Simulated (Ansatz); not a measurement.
## FeO and the effect of the functional

```yaml
crystal:
  lattice:
    - [1.51882, 0.87689, 2.51958]
    - [-1.51882, 0.87689, 2.51958]
    - [0.00000, -1.75378, 2.51958]
  atoms:
    - { symbol: Fe, position: [0.00000, 0.00000, 0.00000] }
    - { symbol: O, position: [0.50000, 0.50000, 0.50000] }
```

Kept alike: task band structure; k mesh 11 × 11 × 11; occupations fermi-dirac, width 0.05 eV; collinear spin, ferromagnetic start. Program: Ansatz, Ansatz PAW. Cutoffs run from 420 to 500 eV. The mesh is that of the run's cell of 2 atoms. No spin-orbit coupling.

```csv
functional,pressure (GPa),largest site moment (μB)
LDA,-16.44,3.42
PBE,-1.19,3.45
PBEsol,-9.45,3.44
r2SCAN,-5.80,3.52
```

Pressure is positive in compression, with a Pulay correction for the finite cutoff. For a metal such a mesh leaves the last digits unconverged. The measured crystal is an antiferromagnetic insulator; a metallic or parallel state is the runs' own. The runs hold the magnetic state that their start led to, which needn't be the lowest. Site moments count inside each atom's sphere or projector. All rows use potentials made for PBE.

The pressure runs from -16.44 (LDA) to -1.19 GPa (PBE). From PBE: LDA -15.25; PBEsol -8.26; r2SCAN -4.61. A positive pressure means that the functional's own cell is larger than the one given, a negative one that it is smaller. The largest site moment runs from 3.42 (LDA) to 3.52 μB (r2SCAN). From PBE: LDA -0.03; PBEsol -0.01; r2SCAN +0.07.
